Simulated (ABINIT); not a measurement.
TaN:

```
Ta N
1.0
     2.93800    0.00000    0.00000
    -1.46900    2.54438    0.00000
     0.00000    0.00000    2.88300
Ta N
1 1
Direct
  0.00000 0.00000 0.50000
  0.66667 0.33333 0.00000
```

```yaml
Program: ABINIT 10.8.3 (patched build)
Task: single point
Functional: PBE
Potentials_or_basis: JTH PAW PBE v2.0
Cutoff: 707 eV
k_mesh: 10 × 10 × 9
Occupations: fermi-dirac, width 0.05 eV
Spin: no spin polarisation
```

On this cell: pressure 4.5 GPa; largest force under 0.003 eV/Å; band gap on the k mesh none (metal or under the smearing width).

The same run follows on a disturbed copy (atoms moved at random, drawn with an rms of 0.05 Å):

```
CELL_PARAMETERS angstrom
2.93800 0.00000 0.00000
-1.46900 2.54438 0.00000
0.00000 0.00000 2.88300
ATOMIC_POSITIONS crystal
Ta 0.01144 0.00833 0.48326
N 0.65255 0.33881 0.00587
```

Task: What changes?

Result: The energy (extrapolated to zero smearing) moves by +32.7 meV/atom; pressure 6.2 GPa; largest force 1.368 eV/Å; band gap on the k mesh none (metal or under the smearing width).

Forces on the atoms (eV/Å):
```
Ta  -0.966 -0.139  0.959
N    0.966  0.139 -0.959
```

Stress tensor (GPa, compression positive):
```
 5.86  1.25 -1.75
 1.25  5.12 -0.31
-1.75 -0.31  7.49
```
